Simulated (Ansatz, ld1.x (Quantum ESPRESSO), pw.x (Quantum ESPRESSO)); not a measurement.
# Which Re potential is closest to all-electron in the diamond crystal?

All use PBE, scalar-relativistic, no spin, cutoffs from each file’s atomic test, pw.x 7.5; 8³ k-points, Fermi–Dirac smearing 0.01 Ry. Δ is the rms difference from all-electron LAPW of the E(V) curves that follow from fits to the pressures, over ±6 % in volume. Mesh and smearing are coarse and serve the comparison alone. The files are a selection: those with a ghost or negative overlap were mostly not run, and those with noisy or unconverged pressures or nearly equal Δ are left out.

All-electron: a0 = 5.652 Å (V0 = 22.57 Å³/atom), B0 = 176.6 GPa.

(1) Rank them by Δ, smallest first.
A. norm-conserving Troullier–Martins (Kleinman–Bylander form), ld1.x (Quantum ESPRESSO) 7.5, PBE; core [Xe] 4f14, reference 5d5 6s2 6p0; waves: 6p (bound, empty): rc 3.15 bohr; 5d (bound): rc 1.65 bohr; 6s (bound): rc 2.15 bohr; local part: the s channel; core correction: none.
B. norm-conserving Troullier–Martins (Kleinman–Bylander form), ld1.x (Quantum ESPRESSO) 7.5, PBE; core [Xe] 4f14, reference 5d5 6s2 6p0; waves: 6s (bound): rc 2.60 bohr; 6p (bound, empty): rc 3.15 bohr; 5d (bound): rc 1.85 bohr; local part: all-electron potential smoothed inside 2.40 bohr (lloc = -1); core correction: none.
C. ultrasoft, ld1.x (Quantum ESPRESSO) 7.5, PBE; core [Xe] 4f14, reference 5d5 6s1 6p0; waves: 6s (bound): rcut 2.25, rcutus 2.60 bohr; 6s channel at 1.25 Ry: rcut 2.25, rcutus 2.60 bohr; 6p (bound, empty): rcut 2.70, rcutus 3.55 bohr; 6p channel at 3.35 Ry: rcut 2.70, rcutus 3.55 bohr; 5d (bound): rcut 1.85, rcutus 2.30 bohr; 5d channel at -0.1 Ry: rcut 1.85, rcutus 2.30 bohr; local part: all-electron potential smoothed inside 2.65 bohr (lloc = -1); core correction: Bessel-smoothed model core, default radius (core density twice the valence density); augmentation: built from norm-conserving waves at rcut, not smoothed further.

## Answers

(1) C (7.1 meV/atom), A (16.0 meV/atom), B (21.6 meV/atom).
